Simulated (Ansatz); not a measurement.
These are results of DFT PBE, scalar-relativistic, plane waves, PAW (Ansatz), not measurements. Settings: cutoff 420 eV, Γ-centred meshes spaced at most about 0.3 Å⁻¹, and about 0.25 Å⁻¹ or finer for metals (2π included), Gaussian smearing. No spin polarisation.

All energies are static (0 K, no zero-point motion).

Two forms of Ti₄C₃ were relaxed alike.

1. Space group I4/mmm (No. 139), tetragonal, a = 4.311 Å, c = 8.697 Å. Ti on a site of symmetry mmm has 4 C at 2.16–2.17 Å; Ti on a site of symmetry 4mm has 5 C at 2.06–2.16 Å; C on a site of symmetry -4m2 has 6 Ti at 2.16–2.17 Å; C on a site of symmetry 4/mmm has 6 Ti at 2.06–2.16 Å.

2. Space group R-3m (No. 166), trigonal, a = 3.095 Å, c = 29.335 Å. Ti on its first site is surrounded by 3 C at 2.07 Å; Ti on its second site is surrounded by 6 C at 2.15–2.24 Å; C on a site of symmetry 3m has 3 Ti at 2.07 Å and 3 Ti at 2.24 Å; around C on a site of symmetry -3m lie 6 Ti at 2.15 Å.

Problem. Which is lower in energy, and by how much?

Solution. Cell 2 is lower, by 12 meV/atom. Cell 1 has space group I4/mmm (No. 139), 11.5 Å³/atom and no gap on its mesh; cell 2 has space group R-3m (No. 166), 11.6 Å³/atom and no gap. Counting C atoms around Ti (those within 1.25 times the shortest such distance or 1.15 times the sum of covalent radii, 1.27 where that leaves under three; a slash parts the counts of unlike sites), cell 1 has Ti 4/5 and cell 2 has Ti 3/6. Both come from invented guesses.

For metals, differences of a few meV/atom aren't resolved. Cells relaxed within their symmetry can be saddle points.
